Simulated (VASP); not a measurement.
# MgO (P6_3mc) in VASP: further runs, part 2 of 2

VASP 6.6.1. The steps go on from the part before.

## Step 3: Relaxation of cell and atoms, PBEsol

This run uses another cell than the first one, of the same volume but with other edges.

The input, INCAR:

```
SYSTEM = MgO
ALGO = Normal
EDIFF = 1E-7
EDIFFG = -0.005
ENCUT = 600
GGA = PS
IBRION = 2
ISIF = 3
ISMEAR = 0
LASPH = .TRUE.
LCHARG = .FALSE.
LREAL = .FALSE.
LWAVE = .FALSE.
NELM = 80
NSW = 90
PREC = Accurate
SIGMA = 0.03
```

The input, KPOINTS:

```
k-points
0
G
  9 9 5
  0 0 0
```

The input, POSCAR:

```
MgO                                     
1.0
    3.2992384944      0.0000000000      0.0000000000
   -1.6496192472      2.8572243505     -0.0000000000
   -0.0000000000     -0.0000000000      5.0172950240
  Mg              O             
     2     2
Direct
     0.3333333300000021    0.6666666699999979    0.4909960145281152
     0.6666666699999979    0.3333333300000021    0.9909960145281151
     0.6666666699999979    0.3333333300000021    0.3880139854718858
     0.3333333300000021    0.6666666699999979    0.8880139854718858
```

Potentials or basis: VASP PAW PBE potentials, release 64 (Mg, O).

Command:

```bash
$ cat potpaw_PBE.64/Mg/POTCAR potpaw_PBE.64/O/POTCAR > POTCAR
$ mpirun -np 1 vasp_std > vasp.out
```

OUTCAR:

```text
SYSTEM = MgO
   EDIFF = 1E-7
   EDIFFG = -0.005
   ENCUT = 600
   GGA = PS
   IBRION = 2
   ISIF = 3
   ISMEAR = 0
   LASPH = .TRUE.
   LREAL = .FALSE.
   NELM = 80
   NSW = 90
   PREC = Accurate

 ion  position               nearest neighbor table
   1  0.333  0.667  0.491-   3 1.97   3 1.97   3 1.97   4 1.99   2 3.15   2 3.15   2 3.15   2 3.15
                             2 3.15   2 3.15
   2  0.667  0.333  0.991-   4 1.97   4 1.97   4 1.97   3 1.99   1 3.15   1 3.15   1 3.15   1 3.15
                             1 3.15   1 3.15
   3  0.667  0.333  0.388-   1 1.97   1 1.97   1 1.97   2 1.99
   4  0.333  0.667  0.888-   2 1.97   2 1.97   2 1.97   1 1.99

  LATTYP: Found a hexagonal cell.
 ALAT       =     3.2992384944
 C/A-ratio  =     1.5207433571

  Lattice vectors:

 A1 = (   3.2992384944,   0.0000000000,   0.0000000000)
 A2 = (  -1.6496192472,   2.8572243505,   0.0000000000)
 A3 = (   0.0000000000,   0.0000000000,   5.0172950240)

Analysis of symmetry for initial positions (statically):
=====================================================================
 Subroutine PRICEL returns:
 Original cell was already a primitive cell.

 Routine SETGRP: Setting up the symmetry group for a
 hexagonal supercell.

 Subroutine GETGRP returns: Found 12 space group operations
 (whereof  6 operations were pure point group operations)
 out of a pool of 24 trial point group operations.

The static configuration has the point symmetry C_3v.
 The point group associated with its full space group is C_6v.

Analysis of symmetry for dynamics (positions and initial velocities):
=====================================================================
 Subroutine PRICEL returns:
 Original cell was already a primitive cell.

 Routine SETGRP: Setting up the symmetry group for a
 hexagonal supercell.

 Subroutine GETGRP returns: Found 12 space group operations
 (whereof  6 operations were pure point group operations)
 out of a pool of 24 trial point group operations.

The dynamic configuration has the point symmetry C_3v.
 The point group associated with its full space group is C_6v.

[... 185 lines left out ...]
  free  energy   TOTEN  =       -24.5559785382 eV

  energy  without entropy=      -24.5559785382  energy(sigma->0) =      -24.55597854

--------------------------------------- Ionic step        2  -------------------------------------------

 number of electron      15.9999996 magnetization

 Free energy of the ion-electron system (eV)
  ---------------------------------------------------
  ext. energy  EPLUGINS =         0.00000000
  ---------------------------------------------------
  free energy    TOTEN  =       -24.55598751 eV

  energy without entropy =      -24.55598751  energy(sigma->0) =      -24.55598751

 E-fermi :   1.1847     XC(G=0):  -9.9744

 val. band max:        0.9865620010   @ k =   0.0000   0.0000   0.0000
 cond. band min:       4.3660193339   @ k =   0.0000   0.0000   0.0000
 fundamental gap:      3.3794573329
 Fermi energy:         1.1846949336

 k-point     1 :       0.0000    0.0000    0.0000
  band No.  band energies     occupation
      1     -15.1705      2.00000
      2     -14.3569      2.00000
      3      -2.3236      2.00000
      4       0.2563      2.00000
      5       0.2563      2.00000
      6       0.5844      2.00000
      7       0.5844      2.00000
      8       0.9866      2.00000
      9       4.3660      0.00000
     10       9.4050      0.00000
     11      11.1736      0.00000
     12      15.0448      0.00000
[... 331 lines left out ...]
 k-point    24 :       0.3333    0.3333    0.2000
  band No.  band energies     occupation
      1     -14.3336      2.00000
      2     -14.3336      2.00000
      3      -1.6759      2.00000
      4      -1.2815      2.00000
      5      -1.2815      2.00000
      6      -0.4886      2.00000
      7       0.1611      2.00000
      8       0.1611      2.00000
      9       9.2098      0.00000
     10       9.2438      0.00000
     11      10.9608      0.00000
     12      10.9608      0.00000

 [... further k-points ...]
[... 5 lines left out ...]
  --------------------------------------------------------------------------------------
  -------------------------------------------------------------------------------------
  Total        0.0087725      0.0087725      0.0018257      0.0000000      0.0000000      0.0000000
  in kB        0.2974251      0.2974251      0.0618998      0.0000000      0.0000000      0.0000000
  external PRESSURE =       0.2189167 kB  Pullay stress =       0.0000000 kB

 VOLUME and BASIS-vectors are now :
 -----------------------------------------------------------------------------
  energy-cutoff  :      600.00
  volume of cell :       47.26
      direct lattice vectors                 reciprocal lattice vectors
     3.298495260  0.000000000  0.000000000     0.303168542  0.175034439  0.000000000
    -1.649247630  2.856580691  0.000000000     0.000000000  0.350068879  0.000000000
     0.000000000  0.000000000  5.015276426     0.000000000  0.000000000  0.199390804

 POSITION                                       TOTAL-FORCE (eV/Angst)
 -----------------------------------------------------------------------------------
     -0.00000      1.90439      2.46251         0.000000     -0.000000     -0.002388
      1.64925      0.95219      4.97015         0.000000     -0.000000     -0.002388
      1.64925      0.95219      1.94597         0.000000      0.000000      0.002388
     -0.00000      1.90439      4.45361        -0.000000     -0.000000      0.002388
 -----------------------------------------------------------------------------------
    total drift:                                0.000003     -0.000002      0.000952

  FREE ENERGIE OF THE ION-ELECTRON SYSTEM (eV)
  ---------------------------------------------------
  free  energy   TOTEN  =       -24.5559875059 eV

  energy  without entropy=      -24.5559875059  energy(sigma->0) =      -24.55598751

 reached required accuracy - stopping structural energy minimisation
```

OSZICAR:

```text
N       E                     dE             d eps       ncg     rms          rms(c)
DAV:   1     0.800234428908E+02    0.80023E+02   -0.83709E+03   864   0.132E+03
DAV:   2    -0.227349853279E+02   -0.10276E+03   -0.94312E+02  1244   0.248E+02
DAV:   3    -0.283916319419E+02   -0.56566E+01   -0.56267E+01  1076   0.632E+01
[... 13 lines left out ...]
DAV:   1    -0.245560757696E+02   -0.97258E-04   -0.15304E-03   892   0.418E-01    0.705E-02
DAV:   2    -0.245559894075E+02    0.86362E-04   -0.41018E-04   920   0.181E-01    0.820E-03
DAV:   3    -0.245559880491E+02    0.13584E-05   -0.79050E-06   868   0.302E-02    0.470E-03
DAV:   4    -0.245559875025E+02    0.54662E-06   -0.74749E-07   996   0.898E-03    0.130E-03
DAV:   5    -0.245559875059E+02   -0.33964E-08   -0.11876E-07   432   0.312E-03
   2 F= -.24555988E+02 E0= -.24555988E+02  d E =-.896769E-05
```

Run time: 15 s. Hardware: 1 thread of Intel Xeon 6975P-C (Granite Rapids), shared host; peak memory 0.19 GiB.

Results:

```yaml
Free_energy: -24.5560 eV
Relaxed_volume: 11.81 Å³/atom
Relaxed_cell: a = 3.298 Å, b = 3.298 Å, c = 5.015 Å, α = 90.00°, β = 90.00°, γ = 120.00°
Space_group_after_relaxing_to_0.05_Å: P6_3mc (No. 186)
Energy_gained_by_relaxing: 0.0 meV/atom
Ionic_steps: 2
Pressure_after_relaxing: 0.0 GPa
Band_gap_on_the_k_mesh: 3.38 eV, direct
```

Forces on the atoms (eV/Å):
```
Mg   0.000  0.000 -0.002
Mg   0.000  0.000 -0.002
O    0.000  0.000  0.002
O    0.000  0.000  0.002
```

Final structure:
```cif
data_structure
_symmetry_space_group_name_H-M 'P 1'
_symmetry_Int_Tables_number 1
_cell_length_a 3.2985
_cell_length_b 3.2985
_cell_length_c 5.0153
_cell_angle_alpha 90.000
_cell_angle_beta 90.000
_cell_angle_gamma 120.000
_cell_volume 47.26
loop_
_atom_site_label
_atom_site_type_symbol
_atom_site_fract_x
_atom_site_fract_y
_atom_site_fract_z
_atom_site_occupancy
Mg1 Mg 0.33333 0.66667 0.49100 1
Mg2 Mg 0.66667 0.33333 0.99100 1
O1 O 0.66667 0.33333 0.38801 1
O2 O 0.33333 0.66667 0.88801 1
```

Caveat: the PAW data sets were made with another functional, which shifts forces and pressure a little.

## Step 4: Relaxation of cell and atoms, PBEsol

The input, INCAR:

```
SYSTEM = MgO
PREC = Accurate
ENCUT = 600
EDIFF = 1E-6
ISMEAR = 0
SIGMA = 0.03
LREAL = .FALSE.
LASPH = .TRUE.
NELM = 80
ALGO = Normal
ISIF = 3
LWAVE = .FALSE.
LCHARG = .FALSE.
GGA = PS
IBRION = 2
NSW = 90
EDIFFG = -0.01
KPAR = 4
```

The input, KPOINTS:

```
regular mesh
0
G
  9 9 5
  0 0 0
```

The input, POSCAR:

```
MgO
1.0
    3.2405760000      0.0000000000      0.0000000000
   -1.6202880000      2.8064211400      0.0000000000
    0.0000000000      0.0000000000      5.1917194900
Mg O
2 2
Direct
    0.3333333300      0.6666666700      0.5000000000
    0.6666666700      0.3333333300      0.0000000000
    0.6666666700      0.3333333300      0.3790100000
    0.3333333300      0.6666666700      0.8790100000
```

Command:

```bash
$ cat potpaw_PBE.64/Mg/POTCAR potpaw_PBE.64/O/POTCAR > POTCAR
$ mpirun -np 4 vasp_std > vasp.out
```

Wall time 48 s (4 MPI ranks of Intel Xeon Platinum 8488C (Sapphire Rapids), shared host); peak memory 0.18 GiB.

It converged, with:

| Property | Result |
| --- | --- |
| Free energy | -24.5558 eV |
| Relaxed volume | 11.82 Å³/atom |
| Relaxed cell | a = 3.299 Å, b = 3.299 Å, c = 5.017 Å, α = 90.00°, β = 90.00°, γ = 120.00° |
| Space group after relaxing (to 0.05 Å) | P6_3mc (No. 186) |
| Energy gained by relaxing | 4.9 meV/atom |
| Ionic steps | 10 |
| Pressure after relaxing | -0.1 GPa |
| Band gap on the k mesh | 3.38 eV, direct |

Stress tensor (GPa, compression positive):
```
-0.05  0.00  0.00
 0.00 -0.05  0.00
 0.00  0.00 -0.12
```

Step by step:
| step | energy change (eV) | largest force (eV/Å) | pressure (GPa) | volume (Å³) |
| --- | --- | --- | --- | --- |
| 1 | 0.0000 | 0.1673 | 0.85 | 47.22 |
| 2 | -0.0065 | 0.0809 | -0.30 | 47.64 |
| 3 | -0.0079 | 0.0361 | -0.94 | 47.89 |
| 4 | -0.0133 | 0.0429 | -0.46 | 47.67 |
| 5 | -0.0180 | 0.0742 | 0.43 | 47.21 |
| 6 | -0.0180 | 0.0789 | 0.54 | 47.16 |
| 7 | -0.0195 | 0.0143 | -0.17 | 47.33 |
| 8 | -0.0195 | 0.0062 | -0.05 | 47.31 |
| 9 | -0.0195 | 0.0080 | -0.07 | 47.31 |
| 10 | -0.0196 | 0.0013 | -0.07 | 47.30 |

Final structure:
```yaml
crystal:
  lattice:
    - [3.29924, 0.00000, 0.00000]
    - [-1.64962, 2.85722, 0.00000]
    - [0.00000, 0.00000, 5.01730]
  atoms:
    - { symbol: Mg, position: [0.33333, 0.66667, 0.49100] }
    - { symbol: Mg, position: [0.66667, 0.33333, 0.99100] }
    - { symbol: O, position: [0.66667, 0.33333, 0.38801] }
    - { symbol: O, position: [0.33333, 0.66667, 0.88801] }
```

Levels at points of the mesh, in eV from the valence-band top:
```csv
k point,band 4,band 5,band 6,band 7,band 8,band 9,band 10,band 11,band 12
"(0.00, 0.00, 0.00)",-0.73,-0.73,-0.40,-0.40,0.00,3.38,8.41,10.18,14.05
```

Caveat: the PAW data sets were made with another functional, which shifts forces and pressure a little. PBEsol gaps usually lie below the measured ones, often by a third to a half.

## Step 5: Relaxation of cell and atoms, PBEsol

This run uses another cell than the first one, of the same volume but with other edges.

INCAR, as its differences from that of step 4:

```diff
@@ -3,3 +3,3 @@
 ENCUT = 600
-EDIFF = 1E-6
+EDIFF = 1E-7
 ISMEAR = 0
@@ -16,3 +16,3 @@
 NSW = 90
-EDIFFG = -0.01
+EDIFFG = -0.005
 KPAR = 4
```

KPOINTS is that of step 4.

The input, POSCAR:

```
MgO                                     
1.0
    3.2992384943     -0.0000000000      0.0000000000
   -1.6496192472      2.8572243504     -0.0000000000
    0.0000000000     -0.0000000000      5.0172950236
  Mg              O             
     2     2
Direct
     0.3333333300000021    0.6666666699999979    0.4909960145170740
     0.6666666699999979    0.3333333300000021    0.9909960145170741
     0.6666666699999979    0.3333333300000021    0.3880139854829270
     0.3333333300000021    0.6666666699999979    0.8880139854829269
```

Command:

```bash
$ cat potpaw_PBE.64/Mg/POTCAR potpaw_PBE.64/O/POTCAR > POTCAR
$ mpirun -np 4 vasp_std > vasp.out
```

Wall time 14 s (4 MPI ranks of Intel Xeon Platinum 8488C (Sapphire Rapids), shared host); peak memory 0.18 GiB.

Results (log left out):

```
Free energy                            : -24.5560 eV
Relaxed volume                         : 11.81 Å³/atom
Relaxed cell                           : a = 3.298 Å, b = 3.298 Å, c = 5.015 Å, α = 90.00°, β = 90.00°, γ = 120.00°
Space group after relaxing (to 0.05 Å) : P6_3mc (No. 186)
Energy gained by relaxing              : 0.0 meV/atom
Ionic steps                            : 2
Pressure after relaxing                : 0.0 GPa
Band gap on the k mesh                 : 3.38 eV, direct
```

Forces on the atoms (eV/Å):
```
Mg   0.000  0.000 -0.002
Mg   0.000  0.000 -0.002
O    0.000  0.000  0.002
O    0.000  0.000  0.002
```

Final structure:
```xyz
4
Lattice="3.2985 0.0000 0.0000 -1.6492 2.8566 0.0000 0.0000 0.0000 5.0153" Properties=species:S:1:pos:R:3 pbc="T T T"
Mg    0.0000    1.9044    2.4625
Mg    1.6492    0.9522    4.9701
O     1.6492    0.9522    1.9460
O     0.0000    1.9044    4.4536
```

Levels at points of the mesh, in eV from the valence-band top:
```tsv
k point	band 4	band 5	band 6	band 7	band 8	band 9	band 10	band 11	band 12
(0.00, 0.00, 0.00)	-0.73	-0.73	-0.40	-0.40	0.00	3.38	8.42	10.19	14.06
```

Caveat: the PAW data sets were made with another functional, which shifts forces and pressure a little. PBEsol gaps usually lie below the measured ones, often by a third to a half.
